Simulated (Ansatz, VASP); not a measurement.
AlN in VASP and in Ansatz

```
CELL_PARAMETERS angstrom
0.00000 2.20159 2.20159
2.20159 0.00000 2.20159
2.20159 2.20159 0.00000
ATOMIC_POSITIONS crystal
Al 0.00000 0.00000 0.00000
N 0.70742 0.79258 0.79258
```

Change from the starting cell: all N atoms moved +0.188 Å, as atom 2 along Cartesian [1 0 0].

Alike in both runs: task single point; functional PBE; k mesh 10 × 10 × 10; occupations gaussian, width 0.05 eV; no spin polarisation.

|  | VASP | Ansatz |
| --- | --- | --- |
| version | VASP 6.6.1 | Ansatz 0.2.0 |
| potentials or method | VASP PAW PBE potentials, release 64 (Al, N) | scalar-relativistic, plane waves, PAW |
| plane-wave cutoff (eV) | 520 | 420 |
| valence electrons in the cell | 8 | 8 |

|  | VASP | Ansatz | Ansatz less VASP |
| --- | --- | --- | --- |
| gap on the k mesh at the Fermi level (eV) | 2.83 | 2.84 | +0.009 |
| least direct gap on the mesh (eV) | 3.47 | 3.46 | -0.009 |
| pressure (GPa) | 3.7 | 4.0 | +0.23 |
| largest component of the traceless stress (GPa) | 11.91 | 11.84 | -0.064 |
| rms of the force components (eV/Å) | 1.431 | 1.427 | -0.0044 |

Atom by atom the forces differ by 0.004 eV/Å (rms over components).

Caveats: forces of over 1 eV/Å show positions far from the minimum, so gaps and moduli don't describe the material at rest. A k mesh can miss the band edges.
